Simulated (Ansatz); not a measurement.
Start from KF in the rock salt structure (space group Fm-3m, No. 225).

```yaml
crystal:
  lattice:
    - [0.00000, 2.71037, 2.71037]
    - [2.71037, 0.00000, 2.71037]
    - [2.71037, 2.71037, 0.00000]
  atoms:
    - { symbol: K, position: [0.00000, 0.00000, 0.00000] }
    - { symbol: F, position: [0.50000, 0.50000, 0.50000] }
```

Cartesian axes are those of the cell as printed.

Level of theory: PBE (Ansatz, an electronic-structure program; PAW; 420 eV plane waves; no spin-orbit coupling).

It is then changed as follows: the cell is scaled by 1.0300 in all directions; the atoms relax in the strained cell.

Predict the stress tensor and what it implies for the stiffness.

Stress of the strained cell less that of the base (GPa, compression positive):
```
  -2.08    0.00    0.00
   0.00   -2.08    0.00
   0.00    0.00   -2.08
```

Then B = −ΔP/(ΔV/V₀) with ΔV/V₀ = 0.0927 gives secant stiffness values (nonlinear terms included at this strain): B ≈ 22 GPa.

As a check, the harmonic strain energy −½ V₀ Δσ:ε is 12 meV/atom; the computed energy rise is 13 meV/atom.

Stability against distortions was not tested.
